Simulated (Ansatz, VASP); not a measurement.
# GaN: VASP beside Ansatz, part 2 of 2

Aim: how closely do two programs agree when they are given the same cell, functional and k mesh?

VASP 6.6.1 and Ansatz 0.2.0.

So far: The starting structure; VASP: G0W0 gap, PBE.

**3. Ansatz: G0W0 gap, PBE**

Level of this step: Ansatz beside VASP: Kohn-Sham DFT, plane waves, PBE, G0W0 (Ansatz).

Ansatz runs on its default PAW (the set named soft_2) files.

The same cell, functional and mesh now go to Ansatz, which takes its cutoff from its data sets.

The input, input.yaml:

```yaml
crystal:
  lattice:
    - [0.0, 2.2535006075, 2.2535006075]
    - [2.2535006075, 0.0, 2.2535006075]
    - [2.2535006075, 2.2535006075, 0.0]
  atoms:
    - { symbol: Ga, position: [0.0, 0.0, 0.0] }
    - { symbol: "N", position: [0.75, 0.75, 0.75] }
hamiltonian:
  xc: pbe
  pseudopotentials: { kind: paw }
kpoints:
  mp_grid: { grid: [8, 8, 8] }
scf:
  occupations: { method: fixed }
gw:
  n_empty_bands: 47
  ecut_chi: 100.0
  qp_bands: [v2, c2]
  qp_kpoints: band_edges
  screening: { model: contour_deformation }
```

Launch:

```sh
$ ansatz run input.yaml --threads 4 --pin off --max-ram 9216MiB --backend cpu --events-out ev --progress --plain --runs-dir out
```

Numbers of over 12 decimals in the logs are rounded to 6 here.

The program printed:

```text
Engine: ansatz 0.2.0, x86_64-unknown-linux-gnu
Pseudopotentials: kind: paw
Pseudopotential: Ga, paw, valence charge 13, recommended cutoff 420 eV (normal), Ga.paw.azcp
Pseudopotential: N, paw, valence charge 5, recommended cutoff 420 eV (normal), N.paw.azcp
Functional definition: PBE
  parameter kappa = 0.804
  parameter beta = 0.066725
  exchange = pbe_x(kappa = kappa, mu = beta*pi^2/3)
  correlation = pbe_c(beta = beta)
Crystal: 2 atoms, lattice volume = 22.888 Å³
Basis set: ecut = 420 eV, 459 PW (Γ)
Bands: 13, of which v1, the nominal top of the filled ones, is band 9 counted from 1 (8 counted from 0)
Symmetry: 24 space group operations
Space group: F-43m (ITA 216), of the structure as read, at distance tolerance 2.8e-5 Å
k-points: 29 of 512 (time reversal used)
Non-local potential: Ga, projectors of the file, l = 0: 2, l = 1: 2, l = 2: 3, l = 3: 1
Non-local potential: N, projectors of the file, l = 0: 2, l = 1: 2, l = 2: 1
PAW form: soft (Blöchl's): semilocal exchange-correlation on the pseudo side does not see the compensation charge
PAW one-centre angular grid: Ga, 590 points (default); XC on 64 Gauss nodes
PAW one-centre angular grid: N, 110 points (default); XC on 64 Gauss nodes
Initial density: superposition of atomic densities (neutral atoms: chi_scale 0, normalization atom), corrected by the library's trained network
Initial wavefunctions: pseudopotential atomic-orbital guess
Functional: x = pbe(κ = 0.804, μ = 0.219515), c = pbe(β = 0.066725)
SCF iter   1: F=—  HF=-4167.897424 eV  |F-HF|=—  |Δ(HF+E_count)|=         —  Δρ=6.19e-4  dr2=2.76e-5  ethr=1.77e-3  ⟨swp⟩=4.2  Hψ=1723  notcnv=0  defer=44
preconditioner: auto → none  [insulator: Δε(μ)=1.714 eV  Ē_g=18.753 eV  n_scr=8 (ndim 8)  ℏωp=32.9 eV  f_vac=0.001  ε∞_Penn≈4.1]
SCF iter   2: F=—  HF=-4167.897720 eV  |F-HF|=—  |Δ(HF+E_count)|=   2.96e-4  Δρ=3.30e-4  dr2=7.28e-6  ethr=1.53e-7  ⟨swp⟩=2.8  Hψ=953  notcnv=0  defer=58
SCF iter   3: F=—  HF=-4167.897762 eV  |F-HF|=—  |Δ(HF+E_count)|=   4.19e-5  Δρ=1.33e-4  dr2=1.26e-6  ethr=4.04e-8  ⟨swp⟩=2.0  Hψ=621  notcnv=0  defer=58
SCF iter   4: F=—  HF=-4167.897770 eV  |F-HF|=—  |Δ(HF+E_count)|=   8.55e-6  Δρ=2.02e-5  dr2=7.53e-8  ethr=6.99e-9  ⟨swp⟩=2.0  Hψ=638  notcnv=0  defer=58
iter 5 did not close the SCF: its close was put off for the readings that it lacked (scf_convergence_deferred on its scf_iter line)
SCF iter   5: F=-4167.897770 eV  HF=-4167.897770 eV  |F-HF|=2.47e-8  |Δ(HF+E_count)|=   7.62e-9  Δρ=1.35e-5  dr2=3.28e-8  ethr=4.18e-10  ⟨swp⟩=2.0  Hψ=638  notcnv=0  defer=58
SCF iter   6: F=-4167.897770 eV  HF=-4167.897770 eV  |F-HF|=1.15e-8  |Δ(HF+E_count)|=   2.87e-9  Δρ=8.21e-6  dr2=1.43e-8  ethr=1.82e-10  ⟨swp⟩=3.6  Hψ=1622  notcnv=0
SCF 1 converged in 6 iterations: F = -4167.897770 eV  dr2 = 1.43e-8
  greatest PAW one-centre occupation: 0.995 electrons in one spin orbital (limit 2), on the Ga atom at site 0 (counted from 0), in its partial waves of l = 2
NSCF: frozen V_eff on 29 k-points
G₀W₀ screening: q 1/29
G₀W₀ screening: q 2/29 (q-point 23)
G₀W₀ screening: q 3/29 (q-point 26)
G₀W₀ screening: q 4/29 (q-point 7)
G₀W₀ screening: q 5/29 (q-point 8)
G₀W₀ screening: q 6/29 (q-point 9)
G₀W₀ screening: q 7/29 (q-point 10)
G₀W₀ screening: q 8/29 (q-point 11)
G₀W₀ screening: q 9/29 (q-point 14)
G₀W₀ screening: q 10/29 (q-point 15)
G₀W₀ screening: q 11/29 (q-point 16)
G₀W₀ screening: q 12/29 (q-point 19)
G₀W₀ screening: q 13/29 (q-point 22)
G₀W₀ screening: q 14/29 (q-point 24)
G₀W₀ screening: q 15/29 (q-point 25)
G₀W₀ screening: q 16/29 (q-point 27)
G₀W₀ screening: q 17/29 (q-point 12)
G₀W₀ screening: q 18/29 (q-point 17)
G₀W₀ screening: q 19/29 (q-point 20)
G₀W₀ screening: q 20/29 (q-point 28)
G₀W₀ screening: q 21/29 (q-point 2)
G₀W₀ screening: q 22/29 (q-point 3)
G₀W₀ screening: q 23/29 (q-point 4)
G₀W₀ screening: q 24/29 (q-point 6)
G₀W₀ screening: q 25/29 (q-point 13)
G₀W₀ screening: q 26/29 (q-point 18)
G₀W₀ screening: q 27/29 (q-point 29)
G₀W₀ screening: q 28/29 (q-point 5)
G₀W₀ screening: q 29/29 (q-point 21)
G₀W₀ self-energy: k 1/12
G₀W₀ self-energy: k 2/12
G₀W₀ self-energy: k 3/12
G₀W₀ self-energy: k 4/12
G₀W₀ self-energy: k 5/12
G₀W₀ self-energy: k 6/12
G₀W₀ self-energy: k 7/12
G₀W₀ self-energy: k 8/12
G₀W₀ self-energy: k 9/12
G₀W₀ self-energy: k 10/12
G₀W₀ self-energy: k 11/12
G₀W₀ self-energy: k 12/12
SCF converged after 6 iterations
Free energy (F): -4167.897770 eV
Harris-Foulkes:  -4167.897770 eV  (|F-HF|=1.15e-8)
Internal energy: -4167.897770 eV  (E = F + TS)
E sigma→0 (E₀):  -4167.897770 eV
Fermi energy:    9.650354 eV
--- Per-component energies (eV) ---
  E_band       = -5.643598
  E_kinetic    = 247.133513
  E_local      = -1949.948553  (includes V_loc(G=0)·N_el)
  E_nonlocal   = 474.310195
  E_hartree    = 897.115330
  E_xc         = -128.818706
  E_vxc        = -134.162144  (∫ρ·V_xc dr)
  E_paw        = -2120.254735  (= ΣΔE_a)
  E_vpaw       = -437.205701  (= ΣTr[D̂ρ^β])
  E_aug_tail   = 0.000139  (compensation charges beyond the density's cutoff)
  E_ewald      = -1587.434954
  E_smearing   = -0.000000  (= −TS)
  E_closure    = 0.000000  (closes the sum)
  Σ components = -4167.897770   (vs F -4167.897770, Δ=0.00e0)
--- Band table (eV; the first three rows and the last of 29) ---
  k-point 0: bands = [... 5 lower, -3.5203, 9.6504, 9.6504, 9.6504, 11.3671, 19.9614, 19.9614, 19.9614]
  k-point 1: bands = [... 5 lower, -3.5219, 8.1221, 9.4890, 9.4890, 12.5183, 19.2543, 20.1978, 20.1978]
  k-point 2: bands = [... 5 lower, -3.4654, 5.7942, 9.1302, 9.1302, 13.7084, 18.4337, 20.4151, 20.4151]
  k-point 28: bands = [... 5 lower, -1.5451, 3.9561, 5.9589, 6.0142, 15.8705, 18.0350, 19.9148, 20.7604]
--- G₀W₀: contour deformation, 6 samples at zero and on the imaginary axis and 4 off it, 512 q-points, 47 empty bands' worth ---
  eigenvalues of the whole cell's RPA ε∞ on this k-mesh (on a slab, of 1 + 4πα/V) = 5.9708, 5.9708, 5.9708; static W/v taken at q = 0 is 0.167480
  gw.qp_kpoints: band_edges: 12 of 29 stored k-points solved, in 1 pass; an edge of the gap read off the rows below is read off those points alone
    valence top: of the k-points left out ik 10 came nearest to being solved in a further pass, in band 9 (counted from 1, as in the quasiparticle table): it holds the edge there only if its correction is more favourable than any solved in that band by at least 0.569 eV; those differ by 0.325 eV
    conduction bottom: of the k-points left out ik 18 came nearest to being solved in a further pass, in band 10 (counted from 1, as in the quasiparticle table): it holds the edge there only if its correction is more favourable than any solved in that band by at least 1.964 eV; those differ by 0.716 eV
    ik  band        ε_KS         Σx   Σc(E_QP)       V_xc       Z   E_QP_lin       E_QP  E_QP is
     0     8      9.6504   -23.8333     3.1889   -20.2599  0.7719     9.2640     9.2659  root
     0     9      9.6504   -23.8333     3.1889   -20.2599  0.7719     9.2640     9.2659  root
     0    10     11.3671   -11.6065    -3.4026   -15.7050  0.8068    12.0682    12.0629  root
     0    11     19.9614    -7.8672    -5.1706   -13.8889  0.7968    20.8260    20.8124  root
     1     8      9.4890   -23.6658     3.2343   -20.0251  0.7714     9.0804     9.0827  root
     1     9      9.4890   -23.6658     3.2343   -20.0251  0.7714     9.0804     9.0827  root
     1    10     12.5183   -12.2352    -3.3845   -16.3883  0.7977    13.2940    13.2868  root
     1    11     19.2543    -8.0786    -5.1395   -14.0866  0.7943    20.1372    20.1227  root
     2     8      9.1302   -23.3051     3.3276   -19.5312  0.7699     8.6811     8.6840  root
     2     9      9.1302   -23.3051     3.3276   -19.5312  0.7699     8.6811     8.6840  root
     2    10     13.7084   -10.9410    -4.0672   -15.8731  0.7978    14.5844    14.5732  root
     2    11     18.4337    -8.6947    -5.1931   -14.8133  0.7803    19.3762    19.3592  root
     3     8      8.8078   -22.9730     3.4018   -19.0960  0.7685     8.3293     8.3327  root
     3     9      8.8078   -22.9730     3.4018   -19.0960  0.7685     8.3293     8.3327  root
     3    10     14.2089   -10.2391    -4.2953   -15.3814  0.8065    15.0666    15.0558  root
     3    11     18.3020    -9.0009    -5.4592   -15.4137  0.7617    19.2794    19.2557  root
     4     8      8.6836   -22.8384     3.4288   -18.9241  0.7679     8.1944     8.1980  root
     4     9      8.6836   -22.8384     3.4288   -18.9241  0.7679     8.1944     8.1980  root
     4    10     14.2886   -10.1293    -4.3055   -15.2652  0.8106    15.1290    15.1190  root
     4    11     18.3714    -8.9747    -5.6051   -15.5195  0.7492    19.3313    19.3112  root
     5     8      9.1743   -23.3564     3.2950   -19.6091  0.7704     8.7192     8.7221  root
     5     9      9.1743   -23.3564     3.2950   -19.6091  0.7704     8.7192     8.7221  root
     5    10     12.8866   -12.4200    -3.4075   -16.6274  0.7940    13.6949    13.6865  root
     5    11     18.7577    -8.0418    -5.0134   -13.8955  0.8033    19.6113    19.5979  root
[...]
23     8      6.6489   -21.6980     3.7919   -17.2215  0.7536     5.9531     5.9644  root
    23     9      7.8839   -22.0083     3.5399   -17.8868  0.7643     7.2964     7.3023  root
    23    10     16.2780   -10.6667    -4.7396   -16.4190  0.7903    17.3119    17.2907  root
    23    11     16.6641    -8.6548    -4.6929   -14.0225  0.7868    17.3478    17.3388  root
    28     8      5.9589   -21.6830     4.1163   -16.7573  0.7454     5.1311     5.1495  root
    28     9      6.0142   -19.5065     3.7079   -15.0893  0.7484     5.2911     5.3049  root
    28    10     15.8705    -9.8071    -4.3138   -14.7658  0.7912    16.5229    16.5155  root
    28    11     18.0350   -11.5689    -5.5465   -18.5112  0.7610    19.4870    19.4308  root
```

The job ended after 19 s (4 threads of Intel Xeon Platinum 8488C (Sapphire Rapids), shared host; peak memory 0.38 GiB; 62 s of CPU time).

In the SCF lines HF is the Harris–Foulkes energy and dr2 the Hartree energy of the density residual, in eV; the loop may stop once dr2 is under the threshold and the program's other checks hold. Hψ counts applications of the Hamiltonian.

**4. Comparison**

Known differences besides the potentials themselves: the two programs' PAW sets differ in cores and partial waves; the cutoff is 420 eV in Ansatz and 450 eV in VASP; VASP leaves aspherical gradient terms in its spheres out (LASPH is not set), Ansatz keeps them; Ansatz integrates over frequency by contour deformation, VASP on a grid of NOMEGA points. Total energies have different zeros and are not compared.

Compared:

| quantity | Ansatz | VASP | difference |
| --- | --- | --- | --- |
| G0W0 gap on the mesh (eV) | 2.80 | 2.82 | -0.02 |
| PBE gap under it (eV) | 1.72 | 1.72 | -0.01 |

**5. Results**

| Item | Value |
| --- | --- |
| difference in G0W0 gap on the mesh (G0W0 gap, PBE) | -0.018 eV |

The difference in G0W0 gap on the mesh is -0.018 eV (G0W0 gap, PBE), within the 0.15 eV picked in this series as the mark of a large difference. Such differences can come from data sets, numerical settings and the points named under the comparisons, not from the functional's error against experiment.

[Lines on the potential files, build, host, timing and source positions are cut from VASP's logs without a mark.]

[Logs are printed without paths, hosts, clocks, repeated set-up lines and the standing remarks that a program may print on its own settings, such as how far it seeks lower states.]

[Hosts, paths, dates, database ids (printed as entryN), source tags and the programs' standing remarks are cut or masked in the printed files.]
